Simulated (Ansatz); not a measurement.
# Ta: the cost of one run

Method: DFT PBE, scalar-relativistic, plane waves, PAW, in Ansatz 0.2.0.

7 further runs of the same task are left out: 7 set aside as unsound or not needed.

## (1) The structure to begin with

Symmetry: P6_3/mmc, No. 194, hexagonal system. The conventional cell has a = 3.233 Å, b = 3.233 Å, c = 8.806 Å, α = 90.00°, β = 90.00°, γ = 120.00°. Ta (site symmetry -6m2) has 3 Ta at 1.87 Å as nearest neighbours.

Structure file:

```xyz
4
Lattice="3.2332 0.0000 0.0000 -1.6166 2.8000 0.0000 0.0000 0.0000 8.8059" Properties=species:S:1:pos:R:3 pbc="T T T"
Ta    0.0000    0.0000    2.2015
Ta    0.0000    0.0000    6.6044
Ta    0.0000    1.8667    6.6044
Ta    1.6166    0.9333    2.2015
```

This is candidate A: graphite type (P6_3/mmc, No. 194).

(A quick probe on a coarse mesh, which set the mesh and smearing, is not shown.)

## (3) Rough relaxation on the coarse mesh (candidate A)

The input, input.yaml:

```yaml
crystal:
  lattice:
    - [3.2332056251, 0.0, 0.0]
    - [-1.6166028125, 2.8000382069, 0.0]
    - [0.0, 0.0, 8.805885239]
  atoms:
    - { symbol: Ta, position: [0.0, 0.0, 0.25] }
    - { symbol: Ta, position: [0.0, 0.0, 0.75] }
    - { symbol: Ta, position: [0.3333333333, 0.6666666667, 0.75] }
    - { symbol: Ta, position: [0.6666666667, 0.3333333333, 0.25] }
basis:
  ecutwfc: 420
kpoints:
  mp_grid: { grid: [6, 6, 2] }
hamiltonian:
  xc: pbe
scf:
  occupations: { method: gaussian, width: 0.1 }
  lower_state_search: "off"
output:
  forces: true
  stress: true
  eigenvalues: true
relax:
  adjacent_minimum: "off"
  f_tol: 0.04
  max_steps: 70
  cell: { stress_tol: 0.4 }
```

Q: Estimate wall time and peak memory on 1 thread of an x86-64 CPU, shared host.

About 49 s, with a peak of 0.43 GiB.
